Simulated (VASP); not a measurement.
# Pb (Fm-3m) in VASP: further runs, part 2 of 2

VASP 6.6.1. Earlier steps stand in the parts before.

## (3) Single point, PBE

File INCAR:

```
PREC     = Accurate       # precision mode
ENCUT    = 520            # plane-wave cutoff, eV
EDIFF    = 1E-7           # SCF threshold, eV
ISMEAR   = 0              # smearing method
SIGMA    = 0.027000000000000003 # smearing width, eV
LREAL    = F              # projectors in reciprocal space
LASPH    = T              # aspherical terms in the spheres
NELM     = 60             # most SCF steps
ALGO     = Fast           # electronic algorithm
ISIF     = 2              # what is computed and relaxed
LWAVE    = F              # write WAVECAR
LCHARG   = F              # write CHGCAR
GGA      = PE             # functional
```

File KPOINTS:

```
regular mesh
0
Gamma
  9 9 9
```

File POSCAR:

```
Pb
1.0
    0.0000000000      2.4750200000      2.4750200000
    2.4750200000      0.0000000000      2.4750200000
    2.4750200000      2.4750200000      0.0000000000
Pb
1
Direct
    0.0000000000      0.0000000000      0.0000000000
```

Potentials or basis: VASP PAW PBE potentials, release 64 (Pb_d).

On the command line:

```console
$ cat potpaw_PBE.64/Pb_d/POTCAR > POTCAR
$ mpirun -np 1 vasp_std > vasp.out
```

OUTCAR:

```text
PREC = Accurate
   ENCUT = 520
   EDIFF = 1E-7
   ISMEAR = 0
   LREAL = F
   LASPH = T
   NELM = 60
   ISIF = 2
   GGA = PE

 ion  position               nearest neighbor table
   1  0.000  0.000  0.000-

  LATTYP: Found a face centered cubic cell.
 ALAT       =     4.9500400000

  Lattice vectors:

 A1 = (   0.0000000000,   2.4750200000,   2.4750200000)
 A2 = (   2.4750200000,   0.0000000000,   2.4750200000)
 A3 = (   2.4750200000,   2.4750200000,   0.0000000000)

Analysis of symmetry for initial positions (statically):
=====================================================================
 Subroutine PRICEL returns:
 Original cell was already a primitive cell.

 Routine SETGRP: Setting up the symmetry group for a
 face centered cubic supercell.

 Subroutine GETGRP returns: Found 48 space group operations
 (whereof 48 operations were pure point group operations)
 out of a pool of 48 trial point group operations.

The static configuration has the point symmetry O_h .

Analysis of symmetry for dynamics (positions and initial velocities):
=====================================================================
 Subroutine PRICEL returns:
 Original cell was already a primitive cell.

 Routine SETGRP: Setting up the symmetry group for a
 face centered cubic supercell.

 Subroutine GETGRP returns: Found 48 space group operations
 (whereof 48 operations were pure point group operations)
 out of a pool of 48 trial point group operations.

The dynamic configuration has the point symmetry O_h .

 Subroutine INISYM returns: Found 48 space group operations
 (whereof 48 operations are pure point group operations),
 and found     1 'primitive' translations

----------------------------------------------------------------------------------------

                                     Primitive cell

[... 113 lines left out ...]
   GGA     = PE    functional components
   LHFCALC =     F    Hartree Fock is set to
   AEXX    =    0.0000 exact exchange contribution
   IVDW    =     0    specifies the selected vdW correction
   LEPSILON=     F    determine dielectric tensor
   LRPA    =     F    only Hartree local field effects (RPA)
 non-spin polarized calculation
 RMM-DIIS sequential band-by-band and
 Gauss-broadening in eV      SIGMA  =   0.03
  energy-cutoff  :      520.00
  volume of cell :       30.32
 maximum number of plane-waves:       869
 NGX is ok and might be reduce to    28
   NGX = 13   NGY = 13   NGZ = 13

 number of electron      13.9999999 magnetization

 Free energy of the ion-electron system (eV)
  ---------------------------------------------------
  ext. energy  EPLUGINS =         0.00000000
  ---------------------------------------------------
  free energy    TOTEN  =        -3.56836322 eV

  energy without entropy =       -3.56786445  energy(sigma->0) =       -3.56811383

 E-fermi :   7.1444     XC(G=0): -10.1860

 val. band max:        6.9153012921   @ k =  -0.3333   0.3333   0.1111
 cond. band min:       7.1463542782   @ k =  -0.2222   0.3333   0.1111
 fundamental gap:      0.2310529861
 Fermi energy:         7.1443566285

 k-point     1 :       0.0000    0.0000    0.0000
  band No.  band energies     occupation
      1      -9.7944      2.00000
      2      -9.7944      2.00000
      3      -9.7944      2.00000
      4      -9.6543      2.00000
      5      -9.6543      2.00000
      6      -4.4738      2.00000
      7      14.6989      0.00000
      8      14.6989      0.00000
      9      14.6989      0.00000
     10      17.0445      0.00000
     11      18.6199      0.00000
[... 309 lines left out ...]
 k-point    24 :       0.4444    0.4444    0.0000
  band No.  band energies     occupation
      1      -9.9527      2.00000
      2      -9.8609      2.00000
      3      -9.5345      2.00000
      4      -9.4957      2.00000
      5      -9.4957      2.00000
      6       0.1219      2.00000
      7       4.5682      2.00000
      8       9.4311      0.00000
      9       9.4311      0.00000
     10      12.7575      0.00000
     11      13.9744      0.00000

 [... further k-points ...]

------------------------ aborting loop because EDIFF is reached ----------------------------------------

  FORCE on cell =-STRESS in cart. coord.  units (eV):
  Direction    XX          YY          ZZ          XY          YZ          ZX
  --------------------------------------------------------------------------------------
  -------------------------------------------------------------------------------------
  Total        0.4093821      0.4093821      0.4093821      0.0000000     -0.0000000      0.0000000
  in kB       21.6308357     21.6308357     21.6308357      0.0000000     -0.0000000      0.0000000
  external PRESSURE =      21.6308357 kB  Pullay stress =       0.0000000 kB

 VOLUME and BASIS-vectors are now :
 -----------------------------------------------------------------------------
  energy-cutoff  :      520.00
  volume of cell :       30.32
      direct lattice vectors                 reciprocal lattice vectors
     0.000000000  2.475020000  2.475020000    -0.202018570  0.202018570  0.202018570
     2.475020000  0.000000000  2.475020000     0.202018570 -0.202018570  0.202018570
     2.475020000  2.475020000  0.000000000     0.202018570  0.202018570 -0.202018570

 POSITION                                       TOTAL-FORCE (eV/Angst)
 -----------------------------------------------------------------------------------
      0.00000      0.00000      0.00000         0.000000     -0.000000      0.000000
 -----------------------------------------------------------------------------------
    total drift:                               -0.000000     -0.000000     -0.000000

  FREE ENERGIE OF THE ION-ELECTRON SYSTEM (eV)
  ---------------------------------------------------
  free  energy   TOTEN  =        -3.5683632153 eV

  energy  without entropy=       -3.5678644512  energy(sigma->0) =       -3.56811383
```

stdout:

```text
POSCAR found type information on POSCAR Pb
 POSCAR found :  1 types and       1 ions
 scaLAPACK will be used
 LDA part: xc-table for (Slater+PW92), standard interpolation
 POSCAR, INCAR and KPOINTS ok, starting setup
 FFT: planning ... GRIDC
 FFT: planning ... GRID_SOFT
 FFT: planning ... GRID
 WAVECAR not read
 entering main loop
```

It took 8.6 s on 1 thread of Intel Xeon 6975P-C (Granite Rapids), shared host; peak memory 0.15 GiB.

What came out:

- Free energy: -3.5684 eV
- Pressure: 2.2 GPa
- Band gap on the k mesh: none (metal or under the smearing width)

Levels at points of the mesh, in eV from the Fermi level:
| k point | band 4 | band 5 | band 6 | band 7 | band 8 | band 9 | band 10 | band 11 |
| --- | --- | --- | --- | --- | --- | --- | --- | --- |
| (0.00, 0.00, 0.00) | -16.80 | -16.80 | -11.62 | 7.55 | 7.55 | 7.55 | 9.90 | 11.48 |

The run has no spin-orbit coupling, so splittings on Pb are missing.

## (4) Relaxation of cell and atoms, PBE

File INCAR:

```
  PREC = Accurate
  ENCUT = 580
  EDIFF = 1E-7
  ISMEAR = -1
  SIGMA = 0.05
  LREAL = F
  LASPH = T
  NELM = 80
  ALGO = Normal
  ISIF = 3
  LWAVE = F
  LCHARG = F
  GGA = PE
  IBRION = 2
  NSW = 40
  EDIFFG = -0.01
```

KPOINTS is that of step 3.

POSCAR is that of step 3.

Potentials or basis: VASP PAW PBE potentials, release 64 (Pb).

On the command line:

```console
$ cat potpaw_PBE.64/Pb/POTCAR > POTCAR
$ mpirun -np 1 vasp_std > vasp.out
```

OUTCAR:

```text
PREC = Accurate
   ENCUT = 580
   EDIFF = 1E-7
   ISMEAR = -1
   LREAL = F
   LASPH = T
   NELM = 80
   ISIF = 3
   GGA = PE
   IBRION = 2
   NSW = 40
   EDIFFG = -0.01

 ion  position               nearest neighbor table
   1  0.000  0.000  0.000-

  LATTYP: Found a face centered cubic cell.
 ALAT       =     4.9500400000

  Lattice vectors:

 A1 = (   0.0000000000,   2.4750200000,   2.4750200000)
 A2 = (   2.4750200000,   0.0000000000,   2.4750200000)
 A3 = (   2.4750200000,   2.4750200000,   0.0000000000)

Analysis of symmetry for initial positions (statically):
=====================================================================
 Subroutine PRICEL returns:
 Original cell was already a primitive cell.

 Routine SETGRP: Setting up the symmetry group for a
 face centered cubic supercell.

 Subroutine GETGRP returns: Found 48 space group operations
 (whereof 48 operations were pure point group operations)
 out of a pool of 48 trial point group operations.

The static configuration has the point symmetry O_h .

Analysis of symmetry for dynamics (positions and initial velocities):
=====================================================================
 Subroutine PRICEL returns:
 Original cell was already a primitive cell.

 Routine SETGRP: Setting up the symmetry group for a
[... 136 lines left out ...]
 non-spin polarized calculation
  energy-cutoff  :      580.00
  volume of cell :       30.32
 maximum number of plane-waves:       974
   NGX = 13   NGY = 13   NGZ = 13

--------------------------------------- Ionic step        1  -------------------------------------------

 number of electron       4.0000000 magnetization

 Free energy of the ion-electron system (eV)
  ---------------------------------------------------
  ext. energy  EPLUGINS =         0.00000000
  ---------------------------------------------------
  free energy    TOTEN  =        -3.58156322 eV

  energy without entropy =       -3.57848204  energy(sigma->0) =       -3.58002263

 E-fermi :   4.8285     XC(G=0): -10.0179

 val. band max:        4.6052247156   @ k =  -0.3333   0.3333   0.1111
 cond. band min:       4.8333576307   @ k =  -0.2222   0.3333   0.1111
 fundamental gap:      0.2281329151
 Fermi energy:         4.8285179533

 k-point     1 :       0.0000    0.0000    0.0000
  band No.  band energies     occupation
      1      -6.7634      2.00000
      2      12.4201      0.00000
      3      12.4201      0.00000
      4      12.4201      0.00000
      5      14.7754      0.00000
      6      16.2517      0.00000
[... 276 lines left out ...]
--------------------------------------- Ionic step        3  -------------------------------------------

 number of electron       4.0000000 magnetization

 Free energy of the ion-electron system (eV)
  ---------------------------------------------------
  ext. energy  EPLUGINS =         0.00000000
  ---------------------------------------------------
  free energy    TOTEN  =        -3.58960575 eV

  energy without entropy =       -3.58625914  energy(sigma->0) =       -3.58793245

 E-fermi :   4.4629     XC(G=0):  -9.8188

 val. band max:        4.2436078231   @ k =  -0.3333   0.3333   0.1111
 cond. band min:       4.4838476298   @ k =  -0.2222   0.3333   0.1111
 fundamental gap:      0.2402398067
 Fermi energy:         4.4629415041

 k-point     1 :       0.0000    0.0000    0.0000
  band No.  band energies     occupation
      1      -6.8600      2.00000
      2      11.6939      0.00000
      3      11.6939      0.00000
      4      11.6939      0.00000
      5      14.3627      0.00000
      6      15.3266      0.00000
[... 235 lines left out ...]
  FREE ENERGIE OF THE ION-ELECTRON SYSTEM (eV)
  ---------------------------------------------------
  free  energy   TOTEN  =        -3.5896057479 eV

  energy  without entropy=       -3.5862591442  energy(sigma->0) =       -3.58793245

 reached required accuracy - stopping structural energy minimisation
```

CONTCAR:

```text
Pb
   1.00000000000000
     0.0000000000000000    2.5111405108487075    2.5111405108487075
     2.5111405108487075    0.0000000000000001    2.5111405108487075
     2.5111405108487075    2.5111405108487075   -0.0000000000000000
  Pb
     1
Direct
     0.0000000000000000    0.0000000000000000    0.0000000000000000

  0.00000000E+00  0.00000000E+00  0.00000000E+00
```

Wall time 12 s (1 thread of Intel Xeon 6975P-C (Granite Rapids), shared host); peak memory 0.17 GiB.

What came out:

```
Free energy                            : -3.5896 eV
Relaxed volume                         : 31.67 Å³/atom
Relaxed cell                           : a = 3.551 Å, b = 3.551 Å, c = 3.551 Å, α = 60.00°, β = 60.00°, γ = 60.00°
Space group after relaxing (to 0.05 Å) : Fm-3m (No. 225)
Energy gained by relaxing              : 8.0 meV/atom
Ionic steps                            : 3
Pressure after relaxing                : 0.0 GPa
Band gap on the k mesh                 : none (metal or under the smearing width)
```

The path:
```
step  energy change (eV)  largest force (eV/Å)  pressure (GPa)  volume (Å³)
   1              0.0000                0.0000            2.01        30.32
   2             -0.0076                0.0000           -0.43        32.02
   3             -0.0080                0.0000            0.01        31.67
```

Final structure:
```
CELL_PARAMETERS angstrom
0.00000 2.51114 2.51114
2.51114 0.00000 2.51114
2.51114 2.51114 0.00000
ATOMIC_POSITIONS crystal
Pb 0.00000 0.00000 0.00000
```

Levels at points of the mesh, in eV from the Fermi level:
| k point | band 1 | band 2 | band 3 | band 4 | band 5 | band 6 |
| --- | --- | --- | --- | --- | --- | --- |
| (0.00, 0.00, 0.00) | -11.32 | 7.23 | 7.23 | 7.23 | 9.90 | 10.86 |

## (5) Summary

| task | level | potentials or basis | cell | k mesh | cutoff (eV) | smearing | ladder | gap on the mesh (eV) | pressure (GPa) | relaxed volume (Å³/atom) |
| --- | --- | --- | --- | --- | --- | --- | --- | --- | --- | --- |
| relaxation of cell and atoms | PBE+D3(BJ) | VASP PAW PBE potentials, release 64 (Pb_d) | relaxed | 8 × 8 × 8 | 600 | fermi-dirac 0.05 eV | gaps | none | 0.0 | 30.56 |
| single point | PBE | VASP PAW PBE potentials, release 64 (Pb_d) | as given | 9 × 9 × 9 | 520 | gaussian 0.027 eV | - | none | 2.2 | - |
| relaxation of cell and atoms | PBE | VASP PAW PBE potentials, release 64 (Pb) | relaxed | 9 × 9 × 9 | 580 | fermi-dirac 0.05 eV | - | none | 0.0 | 31.67 |

Alike in all rows: no spin polarisation.

Caveats: pairwise dispersion overbinds metals, which lowers pressure and volume (some runs).

Total energies depend on the potentials used, so only differences within one code and one set of settings carry meaning.

## (6) Against experiment

Step 2. The cell as given is a measured one (30.32 Å³/atom); PBE+D3(BJ) puts the equilibrium volume +0.8 % from it, thermal expansion not counted.

Step 4. The cell as given is a measured one (30.32 Å³/atom); PBE puts the equilibrium volume +4.4 % from it, thermal expansion not counted.
